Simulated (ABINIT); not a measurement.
# A GW chain in ABINIT: NaF (Villiaumite), part 2 of 3

How does a plane-wave GW calculation on NaF (Villiaumite) run from the first input to the gap?

ABINIT 10.8.3; PBE and many-body steps on it, plane waves. Known limits of the many-body steps: not at the basis limit.

So far. Step 2 (Ground state): The gap is direct, at Γ.

The database entry behind the starting cell differs from later determinations by our own check (0.1 to 0.3 % short, probably kX units), so it need not match the best structure at ambient conditions.

## (3) Bands along the symmetry lines

Level of this step: DFT, PBE, plane waves, norm-conserving pseudopotentials (ABINIT).

The cheap functional maps the bands first; the places of the edges decide which points the dearer methods must see.

run.abi

```
acell 3*1.0 Angstrom
rprim 
  -0.000000000000 2.310000000000 2.310000000000
  2.310000000000 0.000000000000 2.310000000000
  2.310000000000 2.310000000000 0.000000000000
ntypat 2
znucl 11 9
natom 2
typat 1 2
xred 
  0.000000000000 0.000000000000 0.000000000000
  0.500000000000 0.500000000000 0.500000000000
pp_dirpath "pseudos"
pseudos "Na.upf, F.upf"
ecut 38
iscf -2
irdden 1
kptopt 0
nkpt 50
kpt 
  0.00000000 0.00000000 0.00000000
  0.06250000 0.00000000 0.06250000
  0.12500000 0.00000000 0.12500000
  0.18750000 0.00000000 0.18750000
  0.25000000 0.00000000 0.25000000
  0.31250000 0.00000000 0.31250000
  0.37500000 0.00000000 0.37500000
  0.43750000 0.00000000 0.43750000
  0.50000000 0.00000000 0.50000000
  0.51562500 0.03125000 0.51562500
  0.53125000 0.06250000 0.53125000
  0.54687500 0.09375000 0.54687500
  0.56250000 0.12500000 0.56250000
  0.57812500 0.15625000 0.57812500
  0.59375000 0.18750000 0.59375000
  0.60937500 0.21875000 0.60937500
  0.62500000 0.25000000 0.62500000
  0.37500000 0.37500000 0.75000000
  0.32812500 0.32812500 0.65625000
  0.28125000 0.28125000 0.56250000
  0.23437500 0.23437500 0.46875000
  0.18750000 0.18750000 0.37500000
  0.14062500 0.14062500 0.28125000
  0.09375000 0.09375000 0.18750000
  0.04687500 0.04687500 0.09375000
  0.00000000 0.00000000 0.00000000
  0.06250000 0.06250000 0.06250000
  0.12500000 0.12500000 0.12500000
  0.18750000 0.18750000 0.18750000
  0.25000000 0.25000000 0.25000000
  0.31250000 0.31250000 0.31250000
  0.37500000 0.37500000 0.37500000
  0.43750000 0.43750000 0.43750000
  0.50000000 0.50000000 0.50000000
  0.50000000 0.46875000 0.53125000
  0.50000000 0.43750000 0.56250000
  0.50000000 0.40625000 0.59375000
  0.50000000 0.37500000 0.62500000
  0.50000000 0.34375000 0.65625000
  0.50000000 0.31250000 0.68750000
  0.50000000 0.28125000 0.71875000
  0.50000000 0.25000000 0.75000000
  0.50000000 0.21875000 0.71875000
  0.50000000 0.18750000 0.68750000
  0.50000000 0.15625000 0.65625000
  0.50000000 0.12500000 0.62500000
  0.50000000 0.09375000 0.59375000
  0.50000000 0.06250000 0.56250000
  0.50000000 0.03125000 0.53125000
  0.50000000 0.00000000 0.50000000
istwfk *1
nband 15
nbdbuf 2
tolwfr 1e-08
nstep 40
prtwf 0
prtvol 0
indata_prefix "in"
outdata_prefix "out"
tmpdata_prefix "tmp"
```

Command:

```bash
$ OMP_NUM_THREADS=1 mpirun -n 8 abinit run.abi > log
```

Numbers of over 12 decimals in the logs are rounded to 6 here.

What it wrote:

```text
.Version 10.8.3 of ABINIT. v10.8.2 released Aug 2026.

 Symmetries : space group Fm -3 m (#225); Bravais cF (face-center cubic)
[... echo of the input left out ...]
== DATASET  1 ==================================================================
-   mpi_nproc: 8, omp_nthreads: 1 (-1 if OMP is not activated)

--- !DatasetInfo
iteration_state: {dtset: 1, }
dimensions: {natom: 2, nkpt: 50, mband: 15, nsppol: 1, nspinor: 1, nspden: 1, mpw: 1880, }
cutoff_energies: {ecut:  38.0, pawecutdg:  -1.0, }
electrons: {nelect:   1.60000000E+01, charge:   0.00000000E+00, occopt:   1.00000000E+00, tsmear:   1.00000000E-02, }

 Real(R)+Recip(G) space primitive vectors, cartesian coordinates (Bohr,Bohr^-1):
 R(1)=  0.0000000  4.3652674  4.3652674  G(1)= -0.1145405  0.1145405  0.1145405
 R(2)=  4.3652674  0.0000000  4.3652674  G(2)=  0.1145405 -0.1145405  0.1145405
 R(3)=  4.3652674  4.3652674  0.0000000  G(3)=  0.1145405  0.1145405 -0.1145405
 Unit cell volume ucvol=  1.6636522E+02 bohr^3
 Angles (23,13,12)=  6.00000000E+01  6.00000000E+01  6.00000000E+01 degrees

 getcut: wavevector=  0.0000  0.0000  0.0000  ngfft=  36  36  36
         ecut(hartree)=     38.000   => boxcut(ratio)=   2.10145

--- Pseudopotential description ------------------------------------------------
- Na Generated using ONCVPSP code by D. R. Hamann
- 11.00000   9.00000  171031                  znucl, zion, pspdat
12 -101130 1 -1 1992                          pspcod,pspxc,lmax,lloc,mmax
     nproj     2     2     0
  pspatm : epsatm=    9.36084378
         --- l  ekb(1:nproj) -->
             0    2.667291   -0.676599
             1   -6.743718   -2.407365
 pspatm: atomic psp has been read  and splines computed

- F Generated using ONCVPSP code by D. R. Hamann
-  9.00000   7.00000  171031                  znucl, zion, pspdat
12 -101130 2 -1 832                           pspcod,pspxc,lmax,lloc,mmax
     nproj     2     2     1
  pspatm : epsatm=    4.87625608
         --- l  ekb(1:nproj) -->
             0    6.519403    1.070094
[...]
2   -2.441503
 pspatm: atomic psp has been read  and splines computed

--------------------------------------------------------------------------------

================================================================================
 prteigrs : about to open file out_EIG
 Non-SCF case, kpt    1 (  0.00000  0.00000  0.00000), residuals and eigenvalues=
  3.60E-09  2.52E-09  7.97E-09  3.08E-09  8.09E-09  6.43E-09  1.36E-09  9.53E-10
  1.24E-09  9.78E-09  8.94E-09  8.26E-10  3.23E-09  4.49E-08  7.70E-08
 -1.7783E+00 -7.5120E-01 -7.4502E-01 -7.4502E-01 -7.4502E-01 -4.8861E-02
 -4.8861E-02 -4.8861E-02  1.8595E-01  6.5511E-01  6.5511E-01  6.5511E-01
[...]
Non-SCF case, kpt    2 (  0.06250  0.00000  0.06250), residuals and eigenvalues=
  3.39E-09  8.37E-09  1.78E-09  2.56E-09  3.38E-09  1.79E-09  2.15E-09  1.07E-09
[...]
7.11E-09  9.11E-09  2.07E-09  6.00E-09  2.45E-09  4.44E-09  1.89E-09  9.20E-09
  2.82E-09  2.68E-09  2.37E-09  8.75E-09  7.65E-09  6.74E-09  8.92E-09
[...]
Non-SCF case, kpt   49 (  0.50000  0.03125  0.53125), residuals and eigenvalues=
[...]
Non-SCF case, kpt   50 (  0.50000  0.00000  0.50000), residuals and eigenvalues=
[...]
-1.7776E+00 -7.5029E-01 -7.4703E-01 -7.4703E-01 -7.4207E-01 -9.5843E-02
 -6.3793E-02 -6.3793E-02  4.3796E-01  4.4449E-01  4.5634E-01  6.8268E-01
[...]
--- !ResultsGS
iteration_state: {dtset: 1, }
comment   : Summary of ground state results
lattice_vectors:
- [ -0.0000000,   4.3652674,   4.3652674, ]
- [  4.3652674,   0.0000000,   4.3652674, ]
- [  4.3652674,   4.3652674,   0.0000000, ]
lattice_lengths: [   6.17342,    6.17342,    6.17342, ]
lattice_angles: [ 60.000,  60.000,  60.000, ] # degrees, (23, 13, 12)
lattice_volume:   1.6636522E+02
convergence: {deltae:  0.000E+00, res2:  0.000E+00, residm:  9.992E-09, diffor:  0.000E+00, }
etotal    :  -7.04829795E+01
entropy   :   0.00000000E+00
fermie    :  -4.88605676E-02
cartesian_stress_tensor: null
pressure_GPa: null
xred      :
- [  0.0000E+00,   0.0000E+00,   0.0000E+00, Na]
- [  5.0000E-01,   5.0000E-01,   5.0000E-01,  F]
cartesian_forces: null
force_length_stats: {min: null, max: null, mean: null, }

 Integrated electronic density in atomic spheres:
 ------------------------------------------------
 Atom  Sphere_radius  Integrated_density
[...]
================================================================================

 ----iterations are completed or convergence reached----

 Mean square residual over all n,k,spin=   35.518E-10; max=  99.923E-10
 reduced coordinates (array xred) for    2 atoms
       0.000000000000      0.000000000000      0.000000000000
       0.500000000000      0.500000000000      0.500000000000

 cartesian coordinates (angstrom) at end:
    1      0.000000     0.000000     0.000000
    2      2.310000     2.310000     2.310000
 length scales=  1.889726125908  1.889726125908  1.889726125908 bohr
              =  1.000000000000  1.000000000000  1.000000000000 angstroms
 prteigrs : about to open file out_EIG
 Eigenvalues (hartree) for nkpt=  50  k points:
 kpt#   1, nband= 15, wtk=  1.00000, kpt=  0.0000  0.0000  0.0000 (reduced coord)
[...]
kpt#   2, nband= 15, wtk=  1.00000, kpt=  0.0625  0.0000  0.0625 (reduced coord)
[...]
kpt#   3, nband= 15, wtk=  1.00000, kpt=  0.1250  0.0000  0.1250 (reduced coord)
[...]
kpt#  49, nband= 15, wtk=  1.00000, kpt=  0.5000  0.0313  0.5313 (reduced coord)
  -1.77764   -0.75026   -0.74869   -0.74705   -0.74034   -0.09557   -0.06415   -0.06403
   0.43801    0.44440    0.45776    0.67842    0.68499    0.84340    1.01693
 kpt#  50, nband= 15, wtk=  1.00000, kpt=  0.5000  0.0000  0.5000 (reduced coord)
  -1.77764   -0.75029   -0.74703   -0.74703   -0.74207   -0.09584   -0.06379   -0.06379
   0.43796    0.44449    0.45634    0.68268    0.68268    0.83897    1.01712

== END DATASET(S) ==============================================================
================================================================================

 -outvars: echo values of variables after computation  --------
            nband          15
             nkpt          50
          spgroup         225
 [... the other variables as echoed above ...]

 Calculation completed.
```

The job ended after 3.3 s (8 MPI ranks of Arm Neoverse V2, shared host; peak memory 0.47 GiB).

Numbers from this step:

```
gap                        : 6.390 eV
k of the valence top       : 0, 0, 0
k of the conduction bottom : 0, 0, 0
least direct gap           : 6.390 eV
```

The gap is 6.390 eV, as in the run before at this level.

Electronic bands along the path, in eV, zero at the top of the highest filled band; v1 is the highest filled band, c1 the lowest empty one:

```
    point      v4     v3     v2     v1     c1     c2     c3     c4
        Γ  -18.94   0.00   0.00   0.00   6.39  19.16  19.16  19.16
  halfway  -18.50  -0.90  -0.21  -0.21   8.82  15.14  19.27  19.56
        X  -18.86  -1.28  -0.41  -0.41  13.25  13.42  13.75  19.91
  halfway  -18.67  -1.22  -0.54  -0.40  13.26  13.37  14.05  19.58
        U  -18.45  -1.06  -0.83  -0.37  12.94  13.33  14.85  19.55
jump to K  -18.45  -1.06  -0.83  -0.37  12.94  13.33  14.85  19.55
  halfway  -18.35  -1.01  -0.32  -0.16   9.03  14.85  18.39  21.12
        Γ  -18.94   0.00   0.00   0.00   6.39  19.16  19.16  19.16
  halfway  -18.41  -0.90  -0.13  -0.13   8.26  15.28  19.91  19.91
        L  -18.13  -1.59  -0.25  -0.25  10.88  12.57  20.25  20.25
  halfway  -18.27  -1.31  -0.58  -0.34  11.89  12.82  17.27  19.13
        W  -18.44  -0.87  -0.87  -0.57  13.32  13.32  15.34  17.03
  halfway  -18.58  -1.17  -0.55  -0.49  13.27  13.39  14.33  18.54
        X  -18.86  -1.28  -0.41  -0.41  13.25  13.42  13.75  19.91
```

The electronic bands as a text plot (rows in eV, shown from -8.0 to 12.4 only):

```
   12.0 |          ++      +                          ++
   11.1 |         +         ++                   +++++
   10.3 |       ++            ++                +
    9.4 |                       +            +++
    8.6 |     ++                            +
    7.7 |    +                   ++        +
    6.9 | +++                      +++  +++
    6.0 |+                            ++
    5.2 |
    4.3 |
    3.5 |
    2.6 |
    1.8 |
    0.9 |
    0.1 |**********        ****************************
   -0.8 |    ***** ******************      ****      ************
   -1.6 |         ******                       ********       ***
   -2.5 |
   -3.3 |
   -4.2 |
   -5.0 |
   -5.9 |
   -6.7 |
   -7.6 |
         Γ           X  U|K            Γ         L        W     X
```

## (4) Empty states on the mesh, 6×6×6 mesh, 198 bands

The sums over transitions need many empty states on a uniform mesh; this step solves for them.

run.abi

```
acell 3*1.0 Angstrom
rprim 
  -0.000000000000 2.310000000000 2.310000000000
  2.310000000000 0.000000000000 2.310000000000
  2.310000000000 2.310000000000 0.000000000000
ntypat 2
znucl 11 9
natom 2
typat 1 2
xred 
  0.000000000000 0.000000000000 0.000000000000
  0.500000000000 0.500000000000 0.500000000000
pp_dirpath "pseudos"
pseudos "Na.upf, F.upf"
ecut 38
ngkpt 6 6 6
nshiftk 1
shiftk 0 0 0
kptopt 1
chksymbreak 0
irdden 1
istwfk *1
nband 198
prtvol 0
optdriver 6
gwr_task "HDIAGO"
paral_kgb 0
occopt 1
indata_prefix "in"
outdata_prefix "out"
tmpdata_prefix "tmp"
```

What it wrote:

```text
[banner, memory and clock lines left out]
.Version 10.8.3 of ABINIT. v10.8.2 released Aug 2026.

 Symmetries : space group Fm -3 m (#225); Bravais cF (face-center cubic)
[... echo of the input left out ...]
== DATASET  1 ==================================================================
-   mpi_nproc: 8, omp_nthreads: 1 (-1 if OMP is not activated)

--- !DatasetInfo
iteration_state: {dtset: 1, }
dimensions: {natom: 2, nkpt: 16, mband: 198, nsppol: 1, nspinor: 1, nspden: 1, mpw: 1874, }
cutoff_energies: {ecut:  38.0, pawecutdg:  -1.0, }
electrons: {nelect:   1.60000000E+01, charge:   0.00000000E+00, occopt:   1.00000000E+00, tsmear:   1.00000000E-02, }

.Using double precision arithmetic; gwpc =  8

- Reading GS density from: in_DEN

--- Pseudopotential description ------------------------------------------------
- Na Generated using ONCVPSP code by D. R. Hamann
- 11.00000   9.00000  171031                  znucl, zion, pspdat
12 -101130 1 -1 1992                          pspcod,pspxc,lmax,lloc,mmax
     nproj     2     2     0
  pspatm : epsatm=    9.36084378
         --- l  ekb(1:nproj) -->
             0    2.667291   -0.676599
             1   -6.743718   -2.407365
 pspatm: atomic psp has been read  and splines computed

- F Generated using ONCVPSP code by D. R. Hamann
-  9.00000   7.00000  171031                  znucl, zion, pspdat
12 -101130 2 -1 832                           pspcod,pspxc,lmax,lloc,mmax
     nproj     2     2     1
  pspatm : epsatm=    4.87625608
         --- l  ekb(1:nproj) -->
             0    6.519403    1.070094
             1   -3.955629   -1.291931
             2   -2.441503
 pspatm: atomic psp has been read  and splines computed

   2.27793598E+02                                ecore*ucvol(ha*bohr**3)

 Total charge density [el/Bohr^3]
)     Maximum=    2.7052E+00  at reduced coord.    0.9722    0.9722    0.9722
)     Minimum=    2.4600E-03  at reduced coord.    0.2500    0.2500    0.2500
   Integrated=    1.6000E+01

 === KS gaps after direct diagonalization ===
 Direct band gap semiconductor
 Fundamental gap:     6.390 (eV)
   VBM:    -1.330 (eV) at k: [ 0.0000E+00,  0.0000E+00,  0.0000E+00]
   CBM:     5.060 (eV) at k: [ 0.0000E+00,  0.0000E+00,  0.0000E+00]
 Direct gap:         6.390 (eV) at k: [ 0.0000E+00,  0.0000E+00,  0.0000E+00]

== END DATASET(S) ==============================================================

 -outvars: echo values of variables after computation  --------
           etotal      0.0000000000E+00
            nband         198
             nkpt          16
          spgroup         225
 [... the other variables as echoed above ...]

 Calculation completed.
```

The job ended after 13 s (8 MPI ranks; peak memory 2 GiB).

Numbers from this step:

```
gap                                                           : 6.390 eV
k of the valence top                                          : 0, 0, 0
k of the conduction bottom                                    : 0, 0, 0
least direct gap                                              : 6.390 eV
k points computed                                             : 16
lowest point of the top converged band, above the valence top : 209.1668 eV
```

On this mesh the gap is 6.390 eV.

## (5) Screening, 6×6×6 mesh, 190 bands, screening to 261.2 eV

The RPA dielectric matrix is built and inverted for each q.

This step: RPA screening on PBE, plane waves, norm-conserving pseudopotentials.

run.abi, as its differences from that of step 4:

```diff
@@ -20,10 +20,11 @@
 chksymbreak 0
-irdden 1
 istwfk *1
-nband 198
-prtvol 0
-optdriver 6
-gwr_task "HDIAGO"
-paral_kgb 0
 occopt 1
+irdwfk 1
+optdriver 3
+nband 190
+ecuteps 9.6
+inclvkb 2
+awtr 1
+symchi 1
 indata_prefix "in"
```

What it wrote:

```text
.Version 10.8.3 of ABINIT. v10.8.2 released Aug 2026.

 Symmetries : space group Fm -3 m (#225); Bravais cF (face-center cubic)
[... echo of the input left out ...]
== DATASET  1 ==================================================================
-   mpi_nproc: 8, omp_nthreads: 1 (-1 if OMP is not activated)

--- !DatasetInfo
iteration_state: {dtset: 1, }
dimensions: {natom: 2, nkpt: 16, mband: 190, nsppol: 1, nspinor: 1, nspden: 1, mpw: 1874, }
cutoff_energies: {ecut:  38.0, pawecutdg:  -1.0, }
electrons: {nelect:   1.60000000E+01, charge:   0.00000000E+00, occopt:   1.00000000E+00, tsmear:   1.00000000E-02, }

 SCREENING: Calculation of the susceptibility and dielectric matrices

 Based on a program developped by R.W. Godby, V. Olevano, G. Onida, and L. Reining.
 Incorporated in ABINIT by V. Olevano, G.-M. Rignanese, and M. Torrent.
.Using double precision arithmetic ; gwpc =  8

[... cell and pseudopotentials left out ...]
--------------------------------------------------------------------------------

 ==== K-mesh for the wavefunctions ====
 Number of points in the irreducible wedge :    16
[... list of points left out ...]
 Together with 48 symmetry operations and time-reversal symmetry
 yields   216 points in the full Brillouin Zone.

 ==== Q-mesh for the screening function ====
 Number of points in the irreducible wedge :    16
[... list of points left out ...]
 Together with 48 symmetry operations and time-reversal symmetry
 yields   216 points in the full Brillouin Zone.

 setmesh: FFT mesh size selected  =    25x   25x   25
          total number of points  =        15625

 vcoul_init : cutoff-mode = AUXILIARY_FUNCTION
 q-points for optical limit:   1
     1)      0.000010    0.000020    0.000030

- screening: taking advantage of time-reversal symmetry
- Maximum band index for partially occupied states nbvw = 8
- Remaining bands to be divided among processors   nbcw = 182
- Number of bands treated by each node ~22

 Number of electrons calculated from density =   16.0000; Expected =   16.0000
 average of density, n =  0.096174
 r_s =    1.3540
 omega_plasma =   29.9147 [eV]

 calculating chi0 at frequencies [eV] :
  1    0.000000E+00    0.000000E+00
  2    0.000000E+00    2.991468E+01

--------------------------------------------------------------------------------
  q-point number  1        q = ( 0.000000, 0.000000, 0.000000) [r.l.u.]
--------------------------------------------------------------------------------
[... chi0 elements left out ...]
 For q-point:  0.000010 0.000020 0.000030
  dielectric constant =   1.7993
  dielectric constant without local fields =   1.9010

  Average fulfillment of the sum rule on Im[epsilon] for q-point    1 :     83.41  [%]
[... wings left out ...]
  q-point number  2        q = ( 0.166667, 0.000000, 0.000000) [r.l.u.]
--------------------------------------------------------------------------------
[... chi0 elements left out ...]
  Average fulfillment of the sum rule on Im[epsilon] for q-point    2 :     94.22  [%]

 [... 14 further q-points ...]
```

Elapsed: 80 s, on 8 MPI ranks; peak memory 1.9 GiB; 11 min of CPU time.

This step gave:

```yaml
eps_infinity_with_local_fields_on_this_mesh_along_the_program_s_q_direction: 1.799
the_same_without_local_fields: 1.901
plasma_frequency: 29.91 eV
plane_waves_in_the_screening_matrix: 259
```

Local fields lower ε∞ by 5 %.

(Continued in part 3 of 3.)

[Paths, hosts, dates, memory and timing lines, banners, echoed tables and standing remarks are left out of the program output.]

[Logs are printed without paths, hosts, clocks, repeated set-up lines and the standing remarks that a program may print on its own settings, such as how far it seeks lower states.]

[Runs of the session that timed out or met a known fault of the program may be left out.]

[Hosts, paths, dates, database ids (printed as entryN), source tags and the programs' standing remarks are cut or masked in the printed files.]

[G0W0 gaps are taken among the corrected bands and points alone; a level outside them can change the order at an edge.]

[Where Ansatz stands beside ABINIT at settings called matched, ABINIT's density can come from a denser mesh and the files from another edition; pairs whose starting gaps differed by over 0.03 eV were left out, so agreement reads better than it is.]
